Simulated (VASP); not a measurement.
Input of a VASP 6.6.1 run:

File INCAR:

```
ALGO = Normal ; EDIFF = 1E-7
EDIFFG = -0.005 ; ENCUT = 600
GGA = PS ; IBRION = 2
ISIF = 3 ; ISMEAR = 0
KPAR = 4 ; LASPH = True
LCHARG = False ; LREAL = False
LWAVE = False ; NELM = 80
NSW = 90 ; PREC = Accurate
SIGMA = 0.03
```

File KPOINTS:

```
k-points
0
Gamma
  6 6 6
```

POSCAR

```
Cu2O                                    
1.0
    4.2311326685      0.0000000000      0.0000000000
    0.0000000000      4.2311326685      0.0000000000
   -0.0000000000      0.0000000000      4.2311326685
  Cu              O             
     4     2
Direct
     0.2500000000000000    0.2500000000000000    0.2500000000000000
     0.2500000000000000    0.7500000000000000    0.7500000000000000
     0.7500000000000000    0.7500000000000000    0.2500000000000000
     0.7500000000000000    0.2500000000000000    0.7500000000000000
     0.0000000000000000    0.0000000000000000    0.0000000000000000
     0.5000000000000000    0.5000000000000000    0.5000000000000000
```

Potentials or basis: VASP PAW PBE potentials, release 64 (Cu, O).

Launch:

```console
$ cat potpaw_PBE.64/Cu/POTCAR potpaw_PBE.64/O/POTCAR > POTCAR
$ mpirun -np 4 vasp_std > vasp.out
```

Estimate the band gap on the k mesh.

0.55 eV, direct.

Final structure:
```
Cu O
1.0
     4.23113    0.00000    0.00000
     0.00000    4.23113    0.00000
     0.00000    0.00000    4.23113
Cu O
4 2
Cartesian
  1.0578 1.0578 1.0578
  1.0578 3.1733 3.1733
  3.1733 3.1733 1.0578
  3.1733 1.0578 3.1733
  0.0000 0.0000 0.0000
  2.1156 2.1156 2.1156
```

Caveat: the relaxation stopped at its first step, so nothing moved. A k mesh can miss the band edges.
